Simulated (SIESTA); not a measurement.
The system is N.

```xyz
2
Lattice="2.5195 0.0000 0.0000 -1.2597 2.1819 0.0000 0.0000 0.0000 2.4460" Properties=species:S:1:pos:R:3 pbc="T T T"
N     0.0000    1.4546    1.8345
N     1.2597    0.7273    0.6115
```

The real solid is made of molecules; this cell is a model form.

- Program: SIESTA 5.4.2
- Task: single point
- Functional: PBE
- Potentials or basis: PseudoDojo 0.4 standard (PBE files)
- Basis: DZP (energy shift 0.002 Ry)
- Grid cutoff: 800 Ry
- Energy shift: 0.002 Ry
- k mesh: 12 × 12 × 11
- Occupations: fermi-dirac, width 0.05 eV
- Spin: no spin polarisation

On this cell: pressure 14.0 GPa; largest force under 0.003 eV/Å; band gap on the k mesh none (metal or under the smearing width).

The same run follows on a disturbed copy (atoms moved at random, drawn with an rms of 0.05 Å):

```xyz
2
Lattice="2.5195 0.0000 0.0000 -1.2597 2.1819 0.0000 0.0000 0.0000 2.4460" Properties=species:S:1:pos:R:3 pbc="T T T"
N    -0.0029    1.4406    1.8004
N     1.2728    0.7264    0.6325
```

Q: What does the disturbed cell give?

A: The energy (extrapolated to zero smearing) moves by -29.8 meV/atom; pressure 14.4 GPa; largest force 2.123 eV/Å; band gap on the k mesh none (metal or under the smearing width).

Forces on the atoms (eV/Å):
```
N   -0.124 -0.085 -2.117
N    0.124  0.085  2.117
```

Stress tensor (GPa, compression positive):
```
14.01 -2.15  0.67
-2.15 17.50  0.52
 0.67  0.52 11.57
```

The energy falls, though the first cell shows no forces: that form is unstable against this distortion, unless noise or another electronic state is at work.

Caveats: the basis of atomic orbitals isn't converged, which shifts pressures, moduli and gaps.
